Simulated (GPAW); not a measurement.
# InP (F-43m) in GPAW: a series of runs

The runs below take InP through band structure, equation of state, with optB88-vdW, PBE+D4.

Program: GPAW 26.7.0. These are calculated values, not measurements. Logs are shortened: lines on timing, memory, paths and dates and some standing lists are left out, and cuts for length are marked. The log counts tension as positive stress, the text compression.

**Experimental background.**

A printed reference work, data compilation reports, for a bulk crystal of InP: band gap 1.4236 eV (direct) at 1.6 K; bulk modulus 71 GPa.

How close the calculation comes is told below.

## 1. Starting point

Symmetry: F-43m, No. 216, cubic system. Conventional cell: a = 5.861 Å, b = 5.861 Å, c = 5.861 Å, α = 90.00°, β = 90.00°, γ = 90.00°. In (site symmetry -43m) has 4 P at 2.54 Å as nearest neighbours. Around P (site symmetry -43m) lie 4 In at 2.54 Å.

## 2. Band structure, optB88-vdW, spin-orbit coupling, no magnetisation

run.py reads:

```python
import numpy as np
from ase.dft.bandgap import bandgap
from ase.io import write
from ase.spacegroup import crystal
from gpaw import GPAW, PW
from gpaw.spinorbit import soc_eigenstates

# In 4a
# P 4c
atoms = crystal(['In', 'P'],
                basis=[[0.0, 0.0, 0.0],
                       [0.25, 0.25, 0.25]],
                spacegroup=216, setting=1,  # F-43m
                cellpar=[5.861, 5.861, 5.861, 90.0, 90.0, 90.0],
                primitive_cell=True)

calc = GPAW(mode=PW(600),
            xc={'name': 'optB88-vdW', 'backend': 'libvdwxc'},
            kpts={'size': (6, 6, 6), 'gamma': True},
            occupations={'name': 'fermi-dirac', 'width': 0.05},
            nbands=18,
            convergence={'density': 1e-05, 'energy': 1e-05},
            maxiter=150,
            legacy_gpaw=True,
            txt='gpaw.txt')
atoms.calc = calc
energy = atoms.get_potential_energy()
forces = atoms.get_forces()
calc.write('gs.gpw')
write('result.traj', atoms)
print(f'Energy: {energy:.6f} eV')
print('Forces (eV/A):')
print(forces.round(4))
print('Fermi level:', round(calc.get_fermi_level(), 4), 'eV')
print(f'Gap: {bandgap(calc)[0]:.4f} eV, direct: {bandgap(calc, direct=True)[0]:.4f} eV')

path = atoms.cell.bandpath('GXWKGLUWLK,UX', npoints=80, eps=1e-4)
bs_calc = calc.fixed_density(kpts=path, symmetry='off', nbands=30,
                             convergence={'bands': 'CBM+6.0', 'eigenstates': 1e-6}, txt='bands.txt')
bs = bs_calc.band_structure()
bs.write('bs.json')
print(f'Gap on the path: {bandgap(bs_calc)[0]:.4f} eV')

soc = soc_eigenstates(bs_calc, theta=54.7, phi=45)
np.savetxt('soc_bands.dat', soc.eigenvalues(), fmt='%.4f')
mesh = soc_eigenstates('gs.gpw', theta=54.7, phi=45)
np.savetxt('soc_mesh.dat', mesh.eigenvalues(), fmt='%.4f')
print('Fermi level with spin-orbit coupling:', round(mesh.fermi_level, 4), 'eV')
```

Potentials or basis: GPAW PAW data sets (gpaw-data 1.2.1), pw.

Started as:

```sh
> OMP_NUM_THREADS=1 python run.py
```

gpaw.txt:

```text
___ ___ ___ _ _ _
 |   |   |_  | | | |
 | | | | | . | | | |
 |__ |  _|___|_____|  26.7.0
 |___|_|

Input parameters:
  convergence: {density: 1e-05,
                energy: 1e-05}
  kpts: {gamma: True,
         size: (6, 6, 6)}
  maxiter: 150
  mode: {ecut: 600.0,
         name: pw}
  nbands: 18
  occupations: {name: fermi-dirac,
                width: 0.05}
  xc: {backend: libvdwxc,
       name: optB88-vdW}

System changes: positions, numbers, cell, pbc, initial_charges, initial_magmoms

Initialize ...

species:
  In:
    name:    Indium
    Z:       49.0
    valence: 13
    core:    36
    charge:  0.0  # [|e|]
    compensation charges:
      type: gauss
      rc: 0.36  # [Å]
      lmax: 2
    cutoffs:
      filter: 2.09  # [Å]
      core: 2.48  # [Å]
    projectors
    | kind |    occ | energy [eV] | rcut [Å] |
    |------|--------|-------------|----------|
    |   5s |  2.000 |      -8.203 |    1.185 |
    |   5p |  1.000 |      -2.521 |    1.244 |
    |   4d | 10.000 |     -18.629 |    1.148 |
    |    s |        |      19.008 |    1.185 |
    |    p |        |      24.691 |    1.244 |
    |    d |        |       8.583 |    1.148 |

    Using partial waves for In as LCAO basis

  P:
    name:    Phosphorus
    Z:       15.0
    valence: 5
    core:    10
    charge:  0.0  # [|e|]
    compensation charges:
      type: gauss
      rc: 0.30  # [Å]
      lmax: 2
    cutoffs:
      filter: 1.69  # [Å]
      core: 1.81  # [Å]
    projectors
    | kind |    occ | energy [eV] | rcut [Å] |
    |------|--------|-------------|----------|
    |   3s |  2.000 |     -13.968 |    0.953 |
    |   3p |  3.000 |      -5.506 |    0.953 |
    |    s |        |      13.244 |    0.953 |
    |    p |        |      21.705 |    0.953 |
    |    d |        |       0.000 |    0.953 |

    Using partial waves for P as LCAO basis

Reference energy: -169278.333319  # eV

Spin-paired calculation

Convergence criteria:
 Maximum [total energy] change in last 3 cyles: 1e-05 eV / valence electron
 Maximum integral of absolute [dens]ity change: 1e-05 electrons / valence electron
 Maximum integral of absolute [eigenst]ate change: 4e-08 eV^2 / valence electron
 Maximum number of scf [iter]ations: 150
 (Square brackets indicate name in SCF output, whereas a 'c' in
 the SCF output indicates the quantity has converged.)

Symmetries present (total): 24

  ( 1  0  0)  ( 1  0  0)  ( 1  0 -1)  ( 1  0 -1)  ( 1 -1  0)  ( 1 -1  0)
  ( 0  1  0)  ( 0  0  1)  ( 0  1 -1)  ( 0  0 -1)  ( 0 -1  1)  ( 0 -1  0)
  ( 0  0  1)  ( 0  1  0)  ( 0  0 -1)  ( 0  1 -1)  ( 0 -1  0)  ( 0 -1  1)

  ( 0  1  0)  ( 0  1  0)  ( 0  1 -1)  ( 0  1 -1)  ( 0  0  1)  ( 0  0  1)
  ( 1  0  0)  ( 0  0  1)  ( 1  0 -1)  ( 0  0 -1)  ( 1  0  0)  ( 0  1  0)
  ( 0  0  1)  ( 1  0  0)  ( 0  0 -1)  ( 1  0 -1)  ( 0  1  0)  ( 1  0  0)

  ( 0  0 -1)  ( 0  0 -1)  ( 0 -1  1)  ( 0 -1  1)  ( 0 -1  0)  ( 0 -1  0)
  ( 1  0 -1)  ( 0  1 -1)  ( 1 -1  0)  ( 0 -1  0)  ( 1 -1  0)  ( 0 -1  1)
  ( 0  1 -1)  ( 1  0 -1)  ( 0 -1  0)  ( 1 -1  0)  ( 0 -1  1)  ( 1 -1  0)

  (-1  1  0)  (-1  1  0)  (-1  0  1)  (-1  0  1)  (-1  0  0)  (-1  0  0)
  (-1  0  1)  (-1  0  0)  (-1  1  0)  (-1  0  0)  (-1  1  0)  (-1  0  1)
  (-1  0  0)  (-1  0  1)  (-1  0  0)  (-1  1  0)  (-1  0  1)  (-1  1  0)

216 k-points: 6 x 6 x 6 Monkhorst-Pack grid + [1/12,1/12,1/12]
16 k-points in the irreducible part of the Brillouin zone
       k-points in crystal coordinates                weights
   0:     0.00000000    0.00000000    0.00000000          1/216
   1:     0.16666667    0.16666667    0.00000000          6/216
   2:     0.16666667    0.16666667    0.16666667          8/216
   3:     0.33333333    0.16666667    0.16666667         12/216
   4:     0.33333333    0.33333333   -0.33333333         12/216
   5:     0.33333333    0.33333333    0.00000000          6/216
   6:     0.33333333    0.33333333    0.16666667         24/216
   7:     0.33333333    0.33333333    0.33333333          8/216
   8:     0.50000000    0.33333333   -0.33333333         24/216
   9:     0.50000000    0.33333333   -0.16666667         12/216
          ...
  15:     0.50000000    0.50000000    0.50000000          4/216

Wave functions: Plane wave expansion
  Cutoff energy: 600.000 eV
  Number of coefficients (min, max): 1668, 1694
  Pulay-stress correction: 0.000000 eV/Ang^3 (de/decut=0.000000)
  Using FFTW library
  ScaLapack parameters: grid=1x1, blocksize=None
  Wavefunction extrapolation:
    Improved wavefunction reuse through dual PAW basis

Occupation numbers: Fermi-Dirac:
  width: 0.0500  # eV

Eigensolver
   Davidson(niter=2)

Densities:
  Coarse grid: 24*24*24 grid
  Fine grid: 48*48*48 grid
  Total Charge: 0.000000

Density mixing:
  Method: separate
  Backend: msr1
  Linear mixing parameter: 0.05
  old densities: 10
  Width of damping distribution: 1.1
  Damping of long wavelength oscillations: 20

Hamiltonian:
  XC and Coulomb potentials evaluated on a 48*48*48 grid
  Using the optB88 Exchange-Correlation functional
  External potential:
    NoExternalPotential

XC parameters: optB88 with libvdwxc
  Mode: serial
  Semilocal: GGA_X_OPTB88_VDW+LDA_C_PW with 2 nearest neighbor stencil
  Corresponding non-local functional: vdW-DF
  Local blocksize: 48 x 48 x 48
  PAW datasets: PBE

Number of atoms: 2
Number of atomic orbitals: 13
Number of bands in calculation: 18
Number of valence electrons: 18
Bands to converge: occupied

... initialized

Initializing position-dependent things.

Density initialized from atomic densities
Creating initial wave functions:
  13 bands from LCAO basis set
  5 bands from random numbers

           P

       In

Atomic positions and initial magnetic moments

Positions:
   0 In     0.000000    0.000000    0.000000    ( 0.0000,  0.0000,  0.0000)
   1 P      1.465250    1.465250    1.465250    ( 0.0000,  0.0000,  0.0000)

Unit cell:
           periodic     x           y           z      points  spacing
  1. axis:    yes    0.000000    2.930500    2.930500    24     0.1410
  2. axis:    yes    2.930500    0.000000    2.930500    24     0.1410
  3. axis:    yes    2.930500    2.930500    0.000000    24     0.1410

  Lengths:   4.144353   4.144353   4.144353
  Angles:   60.000000  60.000000  60.000000

Effective grid spacing dv^(1/3) = 0.1538

iter:   1   -52.035472
iter:   2   -51.954347   -1.94  -1.09
iter:   3   -51.655484   -1.67  -1.13
iter:   4   -51.655861   -3.04  -1.72
iter:   5   -51.656667   -3.56  -2.12
iter:   6   -51.656487   -4.54  -3.03
iter:   7   -51.656489c  -5.49  -3.48
iter:   8   -51.656490c  -6.10  -3.72
iter:   9   -51.656490c  -7.21  -4.65
iter:  10   -51.656490c  -7.73c -4.98
iter:  11   -51.656490c  -8.58c -5.06c

Converged after 11 iterations.

Dipole moment: (-2.721942, -2.721942, -2.721942) |e|*Ang

Energy contributions relative to reference atoms: (reference = -169278.333319)

Kinetic:        +28.113248
Potential:      -25.506495
External:        +0.000000
XC:             -54.212280
Entropy (-ST):   -0.000021
Local:           -0.050953
SIC:             +0.000000
--------------------------
Free energy:    -51.656501
Extrapolated:   -51.656490

Non-local optB88 correlation energy: 1.365410
Semilocal GGA_X_OPTB88_VDW+LDA_C_PW energy: -117.632259
(Not including atomic contributions)
Showing only first 2 kpts
 Kpt  Band  Eigenvalues  Occupancy
  0     7      4.82887    1.99800
  0     8      4.82887    1.99800
  0     9      5.46369    0.00609
  0    10      8.90157    0.00000

  1     7      4.01556    2.00000
  1     8      4.01556    2.00000
  1     9      7.42825    0.00000
  1    10      7.93288    0.00000

Fermi level: 5.17411

Gap: 0.635 eV
Transition (v -> c):
  (s=0, k=0, n=8, [0.00, 0.00, 0.00]) -> (s=0, k=0, n=9, [0.00, 0.00, 0.00])
No difference between direct/indirect transitions

Forces in eV/Ang:
  0 In    0.00000   -0.00000   -0.00000
  1 P     0.00000    0.00000   -0.00000

Writing to gs.gpw (mode='')
```

Wall time 39 s (1 thread of Arm Neoverse V2, shared host); peak memory 0.32 GiB.

What came out:

- Free energy: -51.6565 eV
- Band gap on the k mesh: 0.60 eV, direct
- Band gap along the path: 0.60 eV, direct

Levels at the corners of the path, in eV from the valence-band top:
```csv
point,band 14,band 15,band 16,band 17,band 18,band 19,band 20,band 21,band 22,band 23
Γ,-0.10,0.00,0.00,0.00,0.00,0.60,0.60,3.70,3.70,4.20
X,-5.78,-2.41,-2.41,-2.30,-2.30,1.70,1.70,2.22,2.22,9.10
W,-5.62,-3.08,-2.98,-2.93,-2.88,4.23,4.23,4.30,4.33,5.35
K,-5.63,-3.39,-3.29,-1.98,-1.97,2.30,2.31,4.31,4.34,7.35
Γ,-0.10,0.00,0.00,0.00,0.00,0.60,0.60,3.70,3.70,4.20
L,-5.76,-1.07,-1.07,-0.95,-0.95,1.43,1.43,4.66,4.66,4.85
U,-5.63,-3.39,-3.29,-1.98,-1.97,2.30,2.31,4.31,4.34,7.35
W,-5.62,-3.08,-2.98,-2.93,-2.88,4.23,4.23,4.30,4.33,5.35
L,-5.76,-1.07,-1.07,-0.95,-0.95,1.43,1.43,4.66,4.66,4.85
K,-5.63,-3.39,-3.29,-1.98,-1.97,2.30,2.31,4.31,4.34,7.35
U,-5.63,-3.39,-3.29,-1.98,-1.97,2.30,2.31,4.31,4.34,7.35
X,-5.78,-2.41,-2.41,-2.30,-2.30,1.70,1.70,2.22,2.22,9.10
```

Caveat: spin-orbit coupling was added after a scalar SCF, so levels and gaps hold it while energy, forces, pressure and moments don't; this program's spin-orbit splittings come out too wide for heavy elements; the PAW data sets were made with another functional, which shifts forces and pressure a little.

## 3. Equation of state, PBE+D4

run.py reads:

```python
import spglib
from ase import Atoms
from ase.calculators.mixing import SumCalculator
from ase.eos import EquationOfState
from ase.io import Trajectory, read
from ase.units import GPa
from dftd4.ase import DFTD4
from gpaw import GPAW, PW

atoms = read('InP.cif')
cell, positions, numbers = spglib.find_primitive(
    (atoms.cell[:], atoms.get_scaled_positions(), atoms.numbers), symprec=1e-4)
atoms = Atoms(numbers, cell=cell, scaled_positions=positions, pbc=True)

traj = Trajectory('eos.traj', 'w')
volumes, energies = [], []
for x in [0.94, 0.96, 0.98, 1.0, 1.02, 1.04, 1.06]:
    a = atoms.copy()
    a.set_cell(atoms.cell * x**(1 / 3), scale_atoms=True)
    calc = GPAW(mode=PW(600),
                xc='PBE',
                kpts={'size': (6, 6, 6), 'gamma': True},
                occupations={'name': 'fermi-dirac', 'width': 0.05},
                nbands=18,
                convergence={'density': 1e-05, 'energy': 1e-05},
                maxiter=150,
                txt=f'eos-{x:.2f}.txt')
    a.calc = SumCalculator([calc, DFTD4(method='pbe')])
    energies.append(a.get_potential_energy())
    volumes.append(a.get_volume())
    p = -a.get_stress()[:3].mean() / GPa
    calc.write(f'eos-{x:.2f}.gpw')
    traj.write(a)
    print(f'{x:.2f} {volumes[-1]:10.4f} A^3 {energies[-1]:14.6f} eV {p:9.3f} GPa', flush=True)

v0, e0, B = EquationOfState(volumes, energies, eos='birchmurnaghan').fit()
print(f'V0 = {v0:.4f} A^3, E0 = {e0:.6f} eV, B0 = {B / GPa:.2f} GPa')
```

InP.cif reads:

```cif
data_InP
_cell_length_a 5.86100000
_cell_length_b 5.86100000
_cell_length_c 5.86100000
_cell_angle_alpha 90.00000000
_cell_angle_beta 90.00000000
_cell_angle_gamma 90.00000000
_space_group_name_H-M_alt 'F-43m'
_space_group_name_Hall 'F -4 2 3'
_space_group_IT_number 216
loop_
_space_group_symop_operation_xyz
'x,y,z'
'y,-x,-z'
'-x,-y,z'
'-y,x,-z'
'x,-y,-z'
'y,x,z'
'-x,y,-z'
'-y,-x,z'
'z,x,y'
'-z,y,-x'
'z,-x,-y'
'-z,-y,x'
'-z,x,-y'
'z,y,x'
'-z,-x,y'
'z,-y,-x'
'y,z,x'
'-x,-z,y'
'-y,z,-x'
'x,-z,-y'
'-y,-z,x'
'x,z,y'
'y,-z,-x'
'-x,z,-y'
'x,y+1/2,z+1/2'
'y,-x+1/2,-z+1/2'
'-x,-y+1/2,z+1/2'
'-y,x+1/2,-z+1/2'
'x,-y+1/2,-z+1/2'
'y,x+1/2,z+1/2'
'-x,y+1/2,-z+1/2'
'-y,-x+1/2,z+1/2'
'z,x+1/2,y+1/2'
'-z,y+1/2,-x+1/2'
'z,-x+1/2,-y+1/2'
'-z,-y+1/2,x+1/2'
'-z,x+1/2,-y+1/2'
'z,y+1/2,x+1/2'
'-z,-x+1/2,y+1/2'
'z,-y+1/2,-x+1/2'
'y,z+1/2,x+1/2'
'-x,-z+1/2,y+1/2'
'-y,z+1/2,-x+1/2'
'x,-z+1/2,-y+1/2'
'-y,-z+1/2,x+1/2'
'x,z+1/2,y+1/2'
'y,-z+1/2,-x+1/2'
'-x,z+1/2,-y+1/2'
'x+1/2,y,z+1/2'
'y+1/2,-x,-z+1/2'
'-x+1/2,-y,z+1/2'
'-y+1/2,x,-z+1/2'
'x+1/2,-y,-z+1/2'
'y+1/2,x,z+1/2'
'-x+1/2,y,-z+1/2'
'-y+1/2,-x,z+1/2'
'z+1/2,x,y+1/2'
'-z+1/2,y,-x+1/2'
'z+1/2,-x,-y+1/2'
'-z+1/2,-y,x+1/2'
'-z+1/2,x,-y+1/2'
'z+1/2,y,x+1/2'
'-z+1/2,-x,y+1/2'
'z+1/2,-y,-x+1/2'
'y+1/2,z,x+1/2'
'-x+1/2,-z,y+1/2'
'-y+1/2,z,-x+1/2'
'x+1/2,-z,-y+1/2'
'-y+1/2,-z,x+1/2'
'x+1/2,z,y+1/2'
'y+1/2,-z,-x+1/2'
'-x+1/2,z,-y+1/2'
'x+1/2,y+1/2,z'
'y+1/2,-x+1/2,-z'
'-x+1/2,-y+1/2,z'
'-y+1/2,x+1/2,-z'
'x+1/2,-y+1/2,-z'
'y+1/2,x+1/2,z'
'-x+1/2,y+1/2,-z'
'-y+1/2,-x+1/2,z'
'z+1/2,x+1/2,y'
'-z+1/2,y+1/2,-x'
'z+1/2,-x+1/2,-y'
'-z+1/2,-y+1/2,x'
'-z+1/2,x+1/2,-y'
'z+1/2,y+1/2,x'
'-z+1/2,-x+1/2,y'
'z+1/2,-y+1/2,-x'
'y+1/2,z+1/2,x'
'-x+1/2,-z+1/2,y'
'-y+1/2,z+1/2,-x'
'x+1/2,-z+1/2,-y'
'-y+1/2,-z+1/2,x'
'x+1/2,z+1/2,y'
'y+1/2,-z+1/2,-x'
'-x+1/2,z+1/2,-y'
loop_
_atom_site_label
_atom_site_type_symbol
_atom_site_symmetry_multiplicity
_atom_site_Wyckoff_symbol
_atom_site_fract_x
_atom_site_fract_y
_atom_site_fract_z
_atom_site_occupancy
In1 In 4 a 0.0000000000 0.0000000000 0.0000000000 1
P1 P 4 c 0.2500000000 0.2500000000 0.2500000000 1
```

Potentials or basis: GPAW PAW data sets (gpaw-data 1.2.1), pw.

Started as:

```sh
> OMP_NUM_THREADS=1 python run.py
```

It took 53 s on 1 thread of Arm Neoverse V2, shared host; peak memory 0.23 GiB.

It converged, with:

```yaml
Equilibrium_volume: 25.46 Å³/atom
Bulk_modulus: 66 GPa
Pressure_derivative_of_the_bulk_modulus: 4.7
```

Energy against volume, from the lowest point:
```csv
volume (Å³/atom),energy (meV/atom)
23.657,30.26
24.160,14.98
24.663,5.21
25.167,0.39
25.670,0.00
26.173,3.55
26.677,10.60
```

## 4. How close it comes

Step 2. Against the measured gap of InP, 1.4236 eV (direct; 1.6 K; a printed reference work, data compilation), the calculated 0.60 eV is off by -0.82 eV. The value is that of optB88-vdW, without temperature or zero-point motion.

Step 3. Against the measured bulk modulus of InP, 71 GPa (a printed reference work, data compilation), the calculated 66 GPa is off by -6.4 %. The fit is for a static lattice scaled at fixed shape and fixed fractional positions.
